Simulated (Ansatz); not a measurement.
# GeO2: response to strain

Take GeO2 (space group P3_121, No. 152; a = 4.989 Å, c = 5.675 Å) as the base. Axes: x lies along a and z along c of the hexagonal cell.

Strains are applied to the cell and any free atomic positions relax; under biaxial strain the out-of-plane vector relaxes too; under stress the whole cell relaxes.

The values are results of Ansatz (a program for electronic structure) r2SCAN, spin-orbit coupling left out, not measurements.

Notes on the quantities. energy relative to the base: free energy F.

```tsv
change	band gap	electron mass	width of the top valence band	energy relative to the base	volume per atom
base	4.22 eV	0.39 mₑ along c, 0.43 mₑ across (at Γ)	0.23 eV	0 meV/atom	13.59 Å³
biaxial strain +0.63 %, plane normal [001], relaxed out of plane	4.20 eV	0.38 mₑ out of plane, 0.42 mₑ in plane (at Γ)	0.25 eV	–	13.72 Å³
uniaxial stress, 5 GPa compression along z	4.17 eV	0.41 mₑ along x, 0.41 mₑ along y, 0.40 mₑ along z (at Γ)	0.32 eV	+10 meV/atom	13.38 Å³
uniaxial stress, 3 GPa tension along z	?	0.38 mₑ along z, 0.43 mₑ across (at Γ)	0.24 eV	+4.2 meV/atom	?
uniaxial stress, 1 GPa tension along z	4.21 eV	0.38 mₑ along z, 0.43 mₑ across (at Γ)	0.23 eV	+0.4 meV/atom	?
```

**Question.** Some entries are withheld; estimate them.

**Answer.** 
- uniaxial stress, 3 GPa tension along z, band gap: 4.15 eV
- uniaxial stress, 3 GPa tension along z, volume per atom: 13.79 Å³
- uniaxial stress, 1 GPa tension along z, volume per atom: 13.65 Å³

Masses are band curvatures over ±0.01 Å⁻¹ around the edge. Beyond what the load breaks, stability against distortions was not tested.
